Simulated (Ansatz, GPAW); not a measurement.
# A Ga chain with a Ti atom bridging one bond: relaxation, then transmission at several levels, part 2 of 3

Wanted: T(E) of a Ga chain with a Ti atom bridging one bond at a relaxed geometry in two programs, beside the unrelaxed structure.

GPAW 26.7.0 and Ansatz 0.2.0; Ansatz plane waves; relaxation of the junction with the lead ends held; PAW set soft_1 (the session's first sound run).

So far, transmission at the Fermi level (one spin): step 3 (plane-wave reference (PBE)) 1.02.

### Step 4. GPAW, dzp

The script solves lead and junction separately, takes H and S in the orbital basis, and joins semi-infinite leads through their self-energies; the dzp basis is the working standard.

This step: GPAW LCAO, PAW setups; Landauer transmission from Green's functions with principal layers (ASE), zero bias (GPAW 26.7.0).

File run.py:

```python
import json
import numpy as np
from ase import Atoms
from ase.transport.calculators import TransportCalculator
from gpaw import GPAW, FermiDirac
from gpaw.lcao.tools import get_lcao_hamiltonian
from scipy.linalg import eigh

# The junction with lead layers at both ends, along the third cell vector
device = Atoms(
    ['Ga', 'Ga', 'Ga', 'Ga', 'Ga', 'Ga', 'Ti', 'Ga', 'Ga', 'Ga', 'Ga', 'Ga', 'Ga'],
    positions=[
        [4.50000, 4.50000, 1.27500],
        [4.50000, 4.50000, 3.82500],
        [4.50000, 4.50000, 6.37500],
        [4.50000, 4.50000, 8.92500],
        [3.70002, 3.97256, 11.58118],
        [4.40894, 4.37627, 14.11853],
        [6.45707, 4.65778, 15.44865],
        [4.44883, 4.41275, 16.85077],
        [3.50047, 4.61454, 19.32130],
        [4.50000, 4.50000, 21.87500],
        [4.50000, 4.50000, 24.42500],
        [4.50000, 4.50000, 26.97500],
        [4.50000, 4.50000, 29.52500]],
    cell=[[9.0, 0.0, 0.0], [0.0, 9.0, 0.0], [0.0, 0.0, 30.8]],
    pbc=True)

# One principal layer of the lead: the first 3 atoms of the device
lead = Atoms(
    ['Ga', 'Ga', 'Ga'],
    positions=[
        [4.50000, 4.50000, 1.27500],
        [4.50000, 4.50000, 3.82500],
        [4.50000, 4.50000, 6.37500]],
    cell=[[9.0, 0.0, 0.0], [0.0, 9.0, 0.0], [0.0, 0.0, 7.65]],
    pbc=True)

settings = dict(mode='lcao', basis='dzp', xc='PBE', h=0.2,
                occupations=FermiDirac(0.1), maxiter=250,
                mixer=dict(beta=0.1, nmaxold=8, weight=100.0),
                convergence=dict(density=0.0001))
energies = np.arange(-2, 2 + 1e-9, 0.025)
eta = 0.0001
n1, n2 = 1, 1
# k and -k transmit alike, so half of the mesh across the current serves
mesh = [(i, j) for i in range(n1) for j in range(n2) if (i, j) <= (-i % n1, -j % n2)]
weights = np.array([1 if (i, j) == (-i % n1, -j % n2) else 2 for i, j in mesh]) / (n1 * n2)

# [... helper functions left out ...]
fermi_lead = ground_state(lead, (1, 1, 15), 'lead.txt')
fermi_device = ground_state(device, (1, 1, 3), 'device.txt')
# [... loop over the mesh left out, but for ...]
        # Shift the lead onto the potential of the device's first layer
        shift = ((H[:, 0, 0] - H0[:, 0, 0]) / S0[0, 0]).real.mean()
# [...]
kT = 8.617333e-5 * 300
bias = [0.1, 0.2, 0.5, 1.0, 1.5, 2.0]
# [... integrals and printing left out ...]
```

Launch:

```bash
> OMP_NUM_THREADS=1 OPENBLAS_NUM_THREADS=1 python run.py
```

Run time: 77 s. Hardware: 1 thread of Intel Xeon Platinum 8488C (Sapphire Rapids), shared host; peak memory 1.1 GiB.

This step gave:

```yaml
conductance: 1.007 G₀
thermopower: -14.68 μV/K
largest_coupling_past_the_next_principal_layer: 6.03e-5 eV
largest_misfit_of_the_first_principal_layer: 0.03730 eV
shift_that_aligns_the_lead: -0.008896 eV
basis_functions_of_the_junction: 185
basis_functions_of_a_principal_layer: 39
transmission_at_the_fermi_level_one_spin: 0.9674
```

One spin. Table of transmission, zone mean by energy, zero at the Fermi level:

| energy (eV) | transmission, zone mean |
| --- | --- |
| -2.000 | 0.206 |
| -1.900 | 0.198 |
| -1.800 | 0.191 |
| -1.700 | 0.182 |
| -1.600 | 0.159 |
| -1.500 | 1.4e-6 |
| -1.400 | 0.403 |
| -1.300 | 0.347 |
| -1.200 | 0.363 |
| -1.100 | 0.405 |
| -1.000 | 0.469 |
| -0.900 | 0.561 |
| -0.800 | 0.683 |
| -0.750 | 0.756 |
| -0.700 | 0.792 |
| -0.600 | 0.925 |
| -0.500 | 0.838 |
| -0.400 | 0.956 |
| -0.300 | 0.924 |
| -0.200 | 0.989 |
| -0.100 | 0.900 |
| 0.000 | 0.967 |
| 0.100 | 1.36 |
| 0.200 | 0.556 |
| 0.300 | 0.421 |
| 0.325 | 0.813 |
| 0.400 | 0.179 |
| 0.500 | 0.204 |
| 0.600 | 0.265 |
| 0.700 | 0.425 |
| 0.800 | 0.787 |
| 0.900 | 1.32 |
| 1.000 | 1.63 |
| 1.100 | 1.70 |
| 1.200 | 1.74 |
| 1.300 | 1.80 |
| 1.400 | 1.88 |
| 1.500 | 1.94 |
| 1.600 | 1.97 |
| 1.625 | 1.97 |
| 1.700 | 1.95 |
| 1.800 | 1.86 |
| 1.900 | 1.67 |
| 2.000 | 1.44 |

Not self-consistent under bias; the bias window is split evenly. Current through one cell, from the zero-bias transmission against bias:

| bias (V) | current through one cell, from the zero-bias transmission (μA) |
| --- | --- |
| 0.100 | 7.88 |
| 0.200 | 16.0 |
| 0.500 | 36.4 |
| 1.000 | 60.5 |
| 1.500 | 83.3 |
| 2.000 | 117 |

Transmission of the three most open eigenchannels against energy, zero at the Fermi level:

| energy (eV) | channel 1 | channel 2 | channel 3 |
| --- | --- | --- | --- |
| -2.000 | 0.206 | 1.5e-12 | 0 |
| -1.800 | 0.191 | 1.5e-12 | 0 |
| -1.600 | 0.159 | 1.4e-12 | 0 |
| -1.400 | 0.403 | 1.4e-12 | 0 |
| -1.200 | 0.363 | 1.3e-12 | 0 |
| -1.000 | 0.469 | 1.2e-12 | 0 |
| -0.800 | 0.683 | 1.2e-12 | 0 |
| -0.600 | 0.925 | 1.1e-12 | 0 |
| -0.400 | 0.956 | 5.2e-12 | 1.8e-12 |
| -0.200 | 0.901 | 0.0747 | 0.0142 |
| 0.000 | 0.583 | 0.351 | 0.0334 |
| 0.200 | 0.280 | 0.237 | 0.0390 |
| 0.400 | 0.0924 | 0.0740 | 0.0126 |
| 0.600 | 0.129 | 0.114 | 0.0213 |
| 0.800 | 0.446 | 0.232 | 0.109 |
| 1.000 | 0.995 | 0.528 | 0.105 |
| 1.200 | 0.945 | 0.761 | 0.0390 |
| 1.400 | 0.975 | 0.900 | 9.4e-4 |
| 1.600 | 0.985 | 0.961 | 0.0241 |
| 1.800 | 0.974 | 0.774 | 0.108 |
| 2.000 | 0.761 | 0.558 | 0.121 |

At the Fermi level T is 0.967 against 1.02 in plane waves. Couplings past the next layer reach 6.0e-5 eV, small enough to drop; the matrix elements of the cell's first layer differ from the bulk lead's by up to 0.037 eV. That layer keeps its own values in the calculation, and only beyond it is the lead taken as perfect. The Fermi levels of lead and junction count from different zeros of potential, one for each periodic cell; with both set to zero, the small remaining shift is what aligns them. By hand: G = 1.007 × 77.48 μS = 78.0 μS, a resistance of 12.8 kΩ; at 0.1 V a linear junction would pass 7.80 μA, and the integral over the bias window gives 7.88 μA. Mott's formula, S = -(π²/3)(k_B²T/e) d ln T/dE, has the prefactor 7.33 μV/K·eV at 300 K; T = 0.9224 at -0.025 eV and 1.044 at 0.025 eV give a slope of 2.48 per eV and S = -18.2 μV/K, beside -14.7 μV/K from the thermal integral, which interpolates the same grid.

### Step 5. Single-zeta polarised basis

One radial function a shell plus polarisation makes the matrices smaller; the question is what that costs.

Edit run.py of step 4 so:

```diff
@@ -38,3 +38,3 @@
 
-settings = dict(mode='lcao', basis='dzp', xc='PBE', h=0.2,
+settings = dict(mode='lcao', basis='szp(dzp)', xc='PBE', h=0.2,
                 occupations=FermiDirac(0.1), maxiter=250,
```

Run time: 59 s. Hardware: 1 thread; peak memory 1.1 GiB.

Numbers from this step:

- conductance: 0.9952 G₀
- thermopower: -15.39 μV/K
- largest coupling past the next principal layer: 5.81e-5 eV
- largest misfit of the first principal layer: 0.03890 eV
- shift that aligns the lead: -0.01130 eV
- basis functions of the junction: 124
- basis functions of a principal layer: 27
- transmission at the Fermi level (one spin): 0.9574

One spin. The transmission, zone mean by energy, zero at the Fermi level:

energy (eV), transmission, zone mean and a bar:
```
   -2.000       0.16 ##
   -1.900       0.13 ##
   -1.800       0.09 #
   -1.700       0.00 
   -1.600       0.00 
   -1.500       0.00 
   -1.400       0.60 #########
   -1.300       0.52 ########
   -1.200       0.51 ########
   -1.100       0.53 ########
   -1.000       0.58 #########
   -0.900       0.65 ##########
   -0.800       0.74 ###########
   -0.700       0.84 #############
   -0.600       0.92 ##############
   -0.575       0.93 ##############
   -0.500       0.94 ##############
   -0.400       0.98 ###############
   -0.300       0.97 ###############
   -0.200       0.96 ##############
   -0.100       0.88 #############
    0.000       0.96 ##############
    0.100       1.35 ####################
    0.200       0.56 #########
    0.300       0.35 #####
    0.350       0.60 #########
    0.400       0.15 ##
    0.500       0.20 ###
    0.600       0.25 ####
    0.700       0.39 ######
    0.800       0.70 ###########
    0.900       1.21 ##################
    1.000       1.58 ########################
    1.100       1.71 ##########################
    1.200       1.77 ###########################
    1.300       1.85 ############################
    1.400       1.92 #############################
    1.500       1.98 ##############################
    1.550       1.99 ##############################
    1.600       1.98 ##############################
    1.700       1.91 #############################
    1.800       1.77 ###########################
    1.900       1.56 ########################
    2.000       1.34 ####################
```

The conductance, 0.995 G₀, lies 1.2 % below that of the dzp run.

### Step 6. Minimal basis

The minimal basis is the cheapest rung: no second zeta and no polarisation.

Edit run.py of step 5 so:

```diff
@@ -38,3 +38,3 @@
 
-settings = dict(mode='lcao', basis='szp(dzp)', xc='PBE', h=0.2,
+settings = dict(mode='lcao', basis='sz(dzp)', xc='PBE', h=0.2,
                 occupations=FermiDirac(0.1), maxiter=250,
```

Elapsed: 43 s, on 1 thread; peak memory 0.96 GiB.

Numbers from this step:

* conductance: 0.9656 G₀
* thermopower: -16.09 μV/K
* largest coupling past the next principal layer: 5.75e-5 eV
* largest misfit of the first principal layer: 0.04063 eV
* shift that aligns the lead: -0.01358 eV
* basis functions of the junction: 61
* basis functions of a principal layer: 12
* transmission at the Fermi level (one spin): 0.9287

The conductance, 0.966 G₀, lies 4.1 % below that of the dzp run.

### Step 7. LDA in the dzp basis: xc = "LDA"

Back in the dzp basis, the functional changes from PBE to LDA, to set the spread between functionals beside that between bases.

Edit run.py of step 6 so:

```diff
@@ -38,3 +38,3 @@
 
-settings = dict(mode='lcao', basis='sz(dzp)', xc='PBE', h=0.2,
+settings = dict(mode='lcao', basis='dzp', xc='LDA', h=0.2,
                 occupations=FermiDirac(0.1), maxiter=250,
```

Wall time 58 s (1 thread); peak memory 1.1 GiB.

Numbers from this step:

```yaml
conductance: 1.033 G₀
thermopower: -12.95 μV/K
largest_coupling_past_the_next_principal_layer: 5.91e-5 eV
largest_misfit_of_the_first_principal_layer: 0.03824 eV
shift_that_aligns_the_lead: -0.01010 eV
basis_functions_of_the_junction: 185
basis_functions_of_a_principal_layer: 39
transmission_at_the_fermi_level_one_spin: 0.9964
```

The conductance, 1.03 G₀, lies 2.6 % above that of the dzp run.

### Step 8. Without the relaxation: geometry = "as built"

The dzp basis with PBE on the structure as first built shows what the relaxation was worth.

Edit run.py of step 7 so:

```diff
@@ -16,7 +16,7 @@
         [4.50000, 4.50000, 8.92500],
-        [3.70002, 3.97256, 11.58118],
-        [4.40894, 4.37627, 14.11853],
-        [6.45707, 4.65778, 15.44865],
-        [4.44883, 4.41275, 16.85077],
-        [3.50047, 4.61454, 19.32130],
+        [4.50000, 4.50000, 11.47500],
+        [4.50000, 4.50000, 14.02500],
+        [6.46793, 4.50000, 15.40000],
+        [4.50000, 4.50000, 16.77500],
+        [4.50000, 4.50000, 19.32500],
         [4.50000, 4.50000, 21.87500],
@@ -38,3 +38,3 @@
 
-settings = dict(mode='lcao', basis='dzp', xc='LDA', h=0.2,
+settings = dict(mode='lcao', basis='dzp', xc='PBE', h=0.2,
                 occupations=FermiDirac(0.1), maxiter=250,
```

Run time: 62 s. Hardware: 1 thread; peak memory 1.1 GiB.

Numbers from this step:

* conductance: 1.863 G₀
* thermopower: 3.269 μV/K
* largest coupling past the next principal layer: 6.03e-5 eV
* largest misfit of the first principal layer: 0.04243 eV
* shift that aligns the lead: -0.01434 eV
* transmission at the Fermi level (one spin): 1.893

One spin. The transmission, zone mean by energy, zero at the Fermi level:

energy (eV), transmission, zone mean and a bar:
```
   -2.000       0.88 ##########
   -1.900       0.87 ##########
   -1.800       0.86 ##########
   -1.700       0.83 #########
   -1.600       0.77 #########
   -1.500       0.00 
   -1.425       0.99 ###########
   -1.400       0.96 ###########
   -1.300       0.90 ##########
   -1.200       0.87 ##########
   -1.100       0.84 #########
   -1.000       0.82 #########
   -0.900       0.80 #########
   -0.800       0.76 #########
   -0.700       0.72 ########
   -0.600       0.67 ########
   -0.500       0.60 #######
   -0.400       0.49 ######
   -0.300       0.31 ###
   -0.200       1.22 ##############
   -0.100       1.86 #####################
   -0.025       1.91 #####################
    0.000       1.89 #####################
    0.100       1.67 ###################
    0.200       1.19 #############
    0.300       0.87 ##########
    0.400       0.85 ##########
    0.500       0.76 #########
    0.600       0.82 #########
    0.700       1.00 ###########
    0.800       1.30 ###############
    0.900       1.67 ###################
    1.000       2.07 #######################
    1.100       2.41 ###########################
    1.200       2.61 #############################
    1.300       2.67 ##############################
    1.400       2.62 #############################
    1.500       2.48 ############################
    1.600       2.23 #########################
    1.700       1.95 ######################
    1.800       1.85 #####################
    1.900       1.97 ######################
    2.000       2.13 ########################
```

The conductance, 1.86 G₀, lies 85 % above that of the dzp run.

### Step 9. All levels side by side

Times are wall times on the hardware named with each run. The series side by side:

| no. | run | conductance (G₀) | time | memory (GiB) |
| --- | --- | --- | --- | --- |
| 1 | pw PBE | 1.057 | 75 s | 2.6 |
| 2 | dzp | 1.007 | 77 s | 1.1 |
| 3 | szp | 0.9952 | 59 s | 1.1 |
| 4 | sz | 0.9656 | 43 s | 0.96 |
| 5 | dzp LDA | 1.033 | 58 s | 1.1 |
| 6 | asbuilt | 1.863 | 62 s | 1.1 |

### Step 10. Comparison

The curves are compared point by point over the common energies.

This step: comparison of transmission and cost over codes, levels and geometry; PAW set soft_1 (GPAW 26.7.0).

Ladder, by row:

| step | code | T at the Fermi level (sum over the listed spins) | conductance (G0) | r.m.s. T(E) from the first | wall time (s) | peak memory (GiB) | threads |
| --- | --- | --- | --- | --- | --- | --- | --- |
| pw-pbe | Ansatz | 1.021 | 1.057 | 0 | 75.31 | 2.65 | 4 |
| dzp | GPAW | 0.9674 | 1.007 | 0.07523 | 77.27 | 1.06 | 1 |
| szp | GPAW | 0.9574 | 0.9952 | 0.1275 | 59.43 | 1.05 | 1 |
| sz | GPAW | 0.9287 | 0.9656 | 0.1872 | 43.09 | 0.96 | 1 |
| dzp-LDA | GPAW | 0.9964 | 1.033 | 0.1155 | 58.5 | 1.06 | 1 |
| asbuilt | GPAW | 1.893 | 1.863 | 0.546 | 61.58 | 1.06 | 1 |

Transmission, zone mean, sum over the listed spins against energy, zero at the Fermi level:

| energy (eV) | pw-pbe | dzp | szp | sz | dzp-LDA | asbuilt |
| --- | --- | --- | --- | --- | --- | --- |
| -2.000 | 0.191 | 0.206 | 0.157 | 0.150 | 0.164 | 0.884 |
| -1.800 | 0.170 | 0.191 | 0.0922 | 0.0631 | 0.128 | 0.858 |
| -1.600 | 0.119 | 0.159 | 2.4e-8 | 4.3e-8 | 1.0e-7 | 0.769 |
| -1.400 | 0.509 | 0.403 | 0.599 | 0.512 | 0.517 | 0.958 |
| -1.200 | 0.371 | 0.363 | 0.506 | 0.503 | 0.438 | 0.868 |
| -1.000 | 0.457 | 0.469 | 0.578 | 0.604 | 0.530 | 0.820 |
| -0.800 | 0.648 | 0.683 | 0.742 | 0.793 | 0.725 | 0.758 |
| -0.600 | 0.918 | 0.925 | 0.923 | 0.939 | 0.950 | 0.670 |
| -0.550 | 0.952 | 0.945 | 0.923 | 0.919 | 0.977 | 0.637 |
| -0.400 | 0.962 | 0.956 | 0.983 | 0.982 | 0.946 | 0.494 |
| -0.200 | 1.01 | 0.989 | 0.959 | 0.921 | 1.00 | 1.22 |
| 0.000 | 1.02 | 0.967 | 0.957 | 0.929 | 0.996 | 1.89 |
| 0.075 | 1.36 | 1.30 | 1.28 | 1.24 | 1.29 | 1.76 |
| 0.100 | 1.35 | 1.36 | 1.35 | 1.34 | 1.38 | 1.67 |
| 0.200 | 0.525 | 0.556 | 0.565 | 0.593 | 0.597 | 1.19 |
| 0.325 | 1.06 | 0.813 | 0.375 | 0.410 | 0.231 | 0.821 |
| 0.400 | 0.173 | 0.179 | 0.152 | 0.132 | 0.214 | 0.853 |
| 0.600 | 0.266 | 0.265 | 0.253 | 0.203 | 0.264 | 0.819 |
| 0.800 | 0.798 | 0.787 | 0.699 | 0.520 | 0.728 | 1.30 |
| 1.000 | 1.61 | 1.63 | 1.58 | 1.49 | 1.52 | 2.07 |
| 1.200 | 1.73 | 1.74 | 1.77 | 1.81 | 1.70 | 2.61 |
| 1.400 | 1.92 | 1.88 | 1.92 | 1.95 | 1.86 | 2.62 |
| 1.525 | 2.06 | 1.95 | 1.98 | 1.99 | 1.94 | 2.43 |
| 1.550 | 2.09 | 1.96 | 1.99 | 1.99 | 1.95 | 2.37 |
| 1.600 | 2.12 | 1.97 | 1.98 | 1.98 | 1.96 | 2.23 |
| 1.625 | 2.14 | 1.97 | 1.97 | 1.96 | 1.96 | 2.16 |
| 1.675 | 2.15 | 1.96 | 1.94 | 1.92 | 1.94 | 2.01 |
| 1.800 | 2.01 | 1.86 | 1.77 | 1.72 | 1.86 | 1.85 |
| 2.000 | 1.44 | 1.44 | 1.34 | 1.27 | 1.51 | 2.13 |

(Part 2 of 3 ends here.)

[Logs are printed without paths, hosts, clocks, repeated set-up lines and the standing remarks that a program may print on its own settings, such as how far it seeks lower states.]

[Hosts, paths, dates, database ids (printed as entryN), source tags and the programs' standing remarks are cut or masked in the printed files.]
